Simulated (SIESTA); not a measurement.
TaN under changes of volume

One of the cells (10.813 Å³/atom); the others are scaled copies at fixed shape and fractional positions:

```xyz
2
Lattice="0.0000 2.2113 2.2113 2.2113 0.0000 2.2113 2.2113 2.2113 0.0000" Properties=species:S:1:pos:R:3 pbc="T T T"
Ta    2.2113    2.2113    2.2113
N     0.0000    0.0000    0.0000
```

The cell comes from a database or a generator and needn't be the stable form of this composition.

* Program: SIESTA 5.4.2
* Functional: LDA
* Potentials or basis: PseudoDojo 0.4 standard (LDA files)
* Basis: DZP (energy shift 0.003 Ry; two zetas on semicore shells)
* Grid cutoff: 800 Ry
* Energy shift: 0.003 Ry
* k mesh: 10 × 10 × 10
* Occupations: fermi-dirac, width 0.05 eV
* Spin: no spin polarisation

```tsv
volume (Å³/atom)	energy over the lowest point (meV/atom)	pressure (GPa)
10.164	?	?
10.381	0.00	1.9
10.597	2.69	-5.7
10.813	15.13	-12.5
11.030	36.30	-18.6
11.246	65.32	-24.1
11.462	101.03	-28.8
```

Task: What does the run at 10.164 Å³/atom give?

Result: Energy over the lowest point 8.44 meV/atom; pressure 10.8 GPa.

Worked out: A Birch-Murnaghan fit of order 3 (a polynomial in V^(-2/3)) to the other rows has its minimum at 10.43 Å³/atom with B0 = V·E''(V) = 382 GPa and B' = 4.6. It gives 8.38 meV/atom at 10.164 Å³/atom, against the run's 8.44, and -dE/dV = 10.6 GPa, against 10.8.

Energies are extrapolated to zero smearing.

Caveats: short orbitals over semicore shells can move pressures by several GPa; the basis of atomic orbitals isn't converged, which shifts pressures, moduli and gaps.
